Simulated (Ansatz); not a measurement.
Runs of Ansatz 0.2.0 on CuO. The typed cell holds 2 atoms: a = 2.993 Å, b = 2.993 Å, c = 2.993 Å, α = 60.00°, β = 60.00°, γ = 60.00°. The cell comes from a database or a generator and needn't be the stable form of this composition.

| task | level | U | cell | k mesh | atoms under strain | hubbard projectors | double counting | gap on the mesh (eV) | pressure (GPa) | relaxed volume (Å³/atom) |
| --- | --- | --- | --- | --- | --- | --- | --- | --- | --- | --- |
| elastic constants | LDA | - | as given | 9 × 9 × 9 | relaxed | - | - | none | (a) | - |
| relaxation of cell and atoms | PBEsol+D3(BJ) | - | relaxed | 11 × 11 × 11 | - | - | - | none | 0.0 | 8.89 |
| relaxation of cell and atoms | LDA+U | Cu d U = 5.3 eV | relaxed | 11 × 11 × 11 | - | ortho-atomic (the default) | fll (the default) | none | 0.0 | 8.88 |
| relaxation of cell and atoms | BLYP+D3(BJ) | - | relaxed | 11 × 11 × 11 | - | - | - | none | 0.0 | (b) |
| relaxation of cell and atoms | PBEsol+U | Cu d U = 4.5 eV | relaxed | 11 × 11 × 11 | - | ortho-atomic (the default) | fll (the default) | none | 0.0 | 9.20 |

Alike in all rows: potentials or basis Ansatz PAW; no spin polarisation; cutoff (eV) 420; smearing fermi-dirac 0.05 eV.

**Question.** Estimate the missing entries.

**Answer.** (a) -15.1; (b) 9.38.

Caveats: an odd number of electrons without spin polarisation forces a metal; a magnetic or distorted state may lie lower; the run has no spin polarisation, though such a crystal can be magnetic; the PAW data sets come from PBE, with cores solved anew for the run's functional, which leaves a small shift of forces and pressure; the plane-wave basis is chosen anew once the cell has moved, so the energies of steps on either side of that aren't comparable (some runs); semilocal functionals often make such compounds metallic where correlation or magnetic order opens a gap, which also shifts bond lengths (some runs); pairwise dispersion overbinds metals, which lowers pressure and volume (some runs).

A gap of «none» marks a metal or a gap under the smearing width.

Runs at the PBE level aren't shown here.
